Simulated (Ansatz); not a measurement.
Random displacements in WSe$_{2}$

All numbers below come from Ansatz 0.2.0, DFT PBEsol, scalar-relativistic, plane waves, PAW. The runs took a 420 eV cutoff, a Γ-centred 12×12×1 mesh and Gaussian smearing (0.05 eV). Spin–orbit coupling is left out, which can shift energies with elements as heavy as these. No spin polarisation. Energies are free energies at this smearing, counted from the undisturbed cell; pressure is positive in compression.

The undisturbed cell (relaxed at this level; this form isn't the usual structure):

```yaml
crystal:
  lattice:
    - [3.27090, 0.00000, 0.00000]
    - [-1.63545, 2.83268, 0.00000]
    - [0.00000, 0.00000, 29.18475]
  atoms:
    - { symbol: W, position: [0.66667, 0.33333, 0.00000] }
    - { symbol: W, position: [0.33333, 0.66667, 0.77346] }
    - { symbol: W, position: [0.33333, 0.66667, 0.22654] }
    - { symbol: Se, position: [0.33333, 0.66667, 0.05737] }
    - { symbol: Se, position: [0.66667, 0.33333, 0.83084] }
    - { symbol: Se, position: [0.66667, 0.33333, 0.28383] }
    - { symbol: Se, position: [0.33333, 0.66667, 0.94263] }
    - { symbol: Se, position: [0.66667, 0.33333, 0.71617] }
    - { symbol: Se, position: [0.66667, 0.33333, 0.16916] }
```

The cell holds layers and no dispersion correction was added, so their binding is poorly described.

The atoms are displaced (Å, in the unstrained cell):

```
atom ux uy uz
  W1   0.388  -0.406  -0.172
  W2  -0.251   0.144   0.631
  W3   0.205  -0.080  -0.068
 Se4   0.520   0.301  -0.236
 Se5  -0.483   0.048   0.301
 Se6   0.029  -0.111   0.264
 Se7  -0.133   0.286  -0.181
 Se8  -0.329  -0.386   0.023
 Se9   0.053   0.203  -0.561
```

Strain (Voigt, engineering shear): (0.0056, 0.0022, 0.0018, 0.0018, -0.0187, -0.0108).

(1) What are the energy change, the stress and the forces?

## Answers

(1) ΔE = 1161.7 meV/atom; stress (xx, yy, zz, yz, xz, xy; compression positive) (-1.29, 8.01, 7.13, -3.89, 4.14, -1.53) GPa.
```
atom Fx (eV/Å) Fy Fz
  W1      -0.12  12.15  -4.59
  W2      -3.87  -1.13  -8.29
  W3      -0.78   0.43  -0.22
 Se4       0.59  -8.30   9.85
 Se5       3.64   0.57   5.44
 Se6       0.53   0.00  -3.60
 Se7      -0.55  -3.82  -5.03
 Se8       0.24   0.57   2.56
 Se9       0.31  -0.47   3.88
```

Cost: 1 run of about 2.3 core-minutes, on Arm Neoverse V2 (shared hosts).